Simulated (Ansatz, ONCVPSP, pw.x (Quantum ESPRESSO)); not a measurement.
## pw.x on sc P: one setting changed

Potential: optimised norm-conserving Vanderbilt (ONCV), ONCVPSP 4.0.1, PBE; core [Ne], reference 3s2 3p2.5; waves: 3s: rc 1.55 bohr, ncon 4, nbas 9, qcut 4.3 1/bohr, 2 projectors, debl 0.3 Ha; 3p: rc 1.50 bohr, ncon 4, nbas 7, qcut 5.6 1/bohr, 2 projectors, debl 2.7 Ha; d scattering state at 0.06 Ha: rc 1.55 bohr, ncon 4, nbas 8, qcut 5.4 1/bohr, 1 projector; local part: polynomial inside 1.15 bohr (lpopt 3, dvloc0 0 Ha); core correction: polynomial model core, fcfact 0.25. In the s channel the program set the typed energies aside and used -0.677, 0.250 Ha.

The reference run (k-mesh 13³, cutoffs 130/520 Ry, Fermi–Dirac 0.01 Ry, mixing_beta 0.4, conv_thr 1e-9, no spin) gives 0.14 GPa at 14.621 Å³/atom, where all-electron LAPW gives 0.27 GPa. This run, with its own iteration cap, changes mixing_beta to 0.2.

```
&control
  calculation='scf', prefix='x', pseudo_dir='./', outdir='./tmp', tstress=.true., disk_io='none'
/
&system
  ibrav=0, nat=1, ntyp=1, ecutwfc=130, ecutrho=520, nbnd=9,
  occupations='smearing', smearing='fd', degauss=0.01
/
&electrons
  conv_thr=1e-09, mixing_beta=0.2, electron_maxstep=60
/
ATOMIC_SPECIES
P 1.0 P.UPF
CELL_PARAMETERS angstrom
  2.44526365 0.00000000 0.00000000
  0.00000000 2.44526365 0.00000000
  0.00000000 0.00000000 2.44526365
ATOMIC_POSITIONS crystal
P 0.0000 0.0000 0.0000
K_POINTS automatic
13 13 13 0 0 0
```

```bash
pw.x < P.scf.in > P.scf.out
```

How does the run end?

It converges in 8 iterations; the free energy moves by +0.0 meV/atom and the pressure by +0.00 GPa. The result is that of the reference run.

```
Message from routine setup:
     using ibrav=0 with symmetry is DISCOURAGED, use correct ibrav instead
     lattice parameter (alat)  =       4.6209  a.u.
     unit-cell volume          =      98.6674 (a.u.)^3
     number of electrons       =         5.00
     number of Kohn-Sham states=            9
     kinetic-energy cutoff     =     130.0000  Ry
     charge density cutoff     =     520.0000  Ry
     scf convergence threshold =      1.0E-09
     Exchange-correlation= PBE
     number of k points=    84  Fermi-Dirac smearing, width (Ry)=  0.0100
     iteration #  1     ecut=   130.00 Ry     beta= 0.20
     total energy              =     -15.72212642 Ry
     estimated scf accuracy    <       0.01200535 Ry
     iteration #  2     ecut=   130.00 Ry     beta= 0.20
     total energy              =     -15.71996042 Ry
     estimated scf accuracy    <       0.00707479 Ry
     iteration #  3     ecut=   130.00 Ry     beta= 0.20
     total energy              =     -15.72048030 Ry
     estimated scf accuracy    <       0.00010463 Ry
     iteration #  4     ecut=   130.00 Ry     beta= 0.20
     total energy              =     -15.72048702 Ry
     estimated scf accuracy    <       0.00000708 Ry
     iteration #  5     ecut=   130.00 Ry     beta= 0.20
     total energy              =     -15.72048774 Ry
     estimated scf accuracy    <       0.00000007 Ry
     iteration #  6     ecut=   130.00 Ry     beta= 0.20
     total energy              =     -15.72048779 Ry
     estimated scf accuracy    <       0.00000003 Ry
     iteration #  7     ecut=   130.00 Ry     beta= 0.20
     total energy              =     -15.72048779 Ry
     estimated scf accuracy    <          2.2E-09 Ry
     iteration #  8     ecut=   130.00 Ry     beta= 0.20
     the Fermi energy is    11.0286 ev
!    total energy              =     -15.72048779 Ry
     estimated scf accuracy    <          3.8E-10 Ry
     smearing contrib. (-TS)   =      -0.00128850 Ry
     The total energy is F=E-TS. E is the sum of the following terms:
     one-electron contribution =       5.34417668 Ry
     hartree contribution      =       0.42355756 Ry
     xc contribution           =      -6.13651144 Ry
     ewald contribution        =     -15.35042210 Ry
     convergence has been achieved in   8 iterations
          total   stress  (Ry/bohr**3)                   (kbar)     P=        1.40
     Message from routine punch:
     Nothing written, as per user request (disk_io='none')
```

The run took about 11 s on one core of a shared host (AMD EPYC 9R45 96-Core Processor, 96 threads, 376 GiB, load 59).
